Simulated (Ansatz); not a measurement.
**NaI: band gap under strain**

Aim: follow the gap of the known phase of NaI with 2 atoms a cell through these states: +1.7 % equal strain in all directions; -2.0 % biaxial strain in x and y, z held. The table at the end shows which levels were run.

Code: Ansatz 0.2.0. PAW datasets, plane waves. The values are computed, spin-unpolarised, and not measurements.

## (1) The system as given

The unstrained cell was relaxed with r2SCAN; in each strained cell the atoms were relaxed again with r2SCAN. Names of k-points are those of the unstrained zone, where strain can split equivalent points. First state: +1.7 % equal strain in all directions.

Space group Fm-3m (No. 225), cubic; conventional cell a = 6.568 Å, 35.42 Å³ an atom. Around Na lie 6 I at 3.28 Å; around I lie 6 Na at 3.28 Å.

As a file:

```cif
data_structure
_symmetry_space_group_name_H-M 'Fm-3m'
_symmetry_Int_Tables_number 225
_cell_length_a 6.5684
_cell_length_b 6.5684
_cell_length_c 6.5684
_cell_angle_alpha 90.000
_cell_angle_beta 90.000
_cell_angle_gamma 90.000
_cell_volume 283.39
loop_
_atom_site_label
_atom_site_type_symbol
_atom_site_symmetry_multiplicity
_atom_site_Wyckoff_symbol
_atom_site_fract_x
_atom_site_fract_y
_atom_site_fract_z
_atom_site_occupancy
Na1 Na 4 a 0.00000 0.00000 0.00000 1
I1 I 4 b 0.50000 0.00000 0.00000 1
```

From earlier runs on the unstrained cell: PBE 3.66 eV, r2SCAN 4.45 eV, HSE06 4.69 eV, G0W0 5.65 eV (on its mesh); a = 6.459 Å.

## (2) +1.7 % equal strain in all directions: PBE

Input file input.yaml:

```yaml
crystal:
  lattice:
    - [0.0, 3.2842090014, 3.2842090014]
    - [3.2842090014, 0.0, 3.2842090014]
    - [3.2842090014, 3.2842090014, 0.0]
  atoms:
    - { symbol: Na, position: [0.0, 0.0, 0.0] }
    - { symbol: I, position: [0.5, 0.5, 0.5] }
kpoints:
  mp_grid: { grid: [8, 8, 8] }
  band_path:
    path:
      - [0.0, 0.0, 0.0]
      - [0.5, 0.0, 0.5]
      - [0.625, 0.25, 0.625]
      - [0.375, 0.375, 0.75]
      - [0.5, 0.5, 0.5]
      - [0.5, 0.25, 0.75]
    npoints: 1
hamiltonian:
  xc: pbe
scf:
  occupations: { method: fermi_dirac, width: 0.02 }
  n_extra_bands: 4
output:
  forces: true
  stress: true
  eigenvalues: true
```

Started as:

```sh
> ansatz run input.yaml --threads 4 --pin off --max-ram 5529MiB --backend cpu --events-out ev --progress --plain --runs-dir out
```

The runs that follow: +1.7 % equal strain in all directions: r2SCAN; +1.7 % equal strain in all directions: HSE06; +1.7 % equal strain in all directions: G0W0@PBE; -2.0 % biaxial strain in x and y, z held: PBE; -2.0 % biaxial strain in x and y, z held: r2SCAN; -2.0 % biaxial strain in x and y, z held: HSE06; -2.0 % biaxial strain in x and y, z held: G0W0@PBE.

Q: Predict the outcome of this session.

As calculated:

Least gap in eV (negative: overlap), with the change from the unstrained cell in brackets. G0W0 is on its own coarse mesh.

```
                                   state  volume change (%)           PBE        r2SCAN         HSE06          G0W0
   +1.7 % equal strain in all directions               +5.2  3.53 (-0.13)  4.30 (-0.15)  4.55 (-0.14)  5.53 (-0.12)
-2.0 % biaxial strain in x and y, z held               -4.1  3.76 (+0.10)  4.57 (+0.12)  4.80 (+0.11)  5.74 (+0.09)
```

What this shows: With HSE06, of the states in the table +1.7 % equal strain in all directions shifts the gap most, by -0.141 eV. PBE and HSE06 differ by 1.03 eV on the unstrained gap, and by at most 0.01 eV on its change: PBE follows the response to strain far better than the gap itself. Spin-orbit coupling is left out of the table, though the cell holds I (Z = 53); in an element this heavy it can shift bands and gaps by tenths of an eV. No extrapolation in bands, cutoff or mesh was made for G0W0.
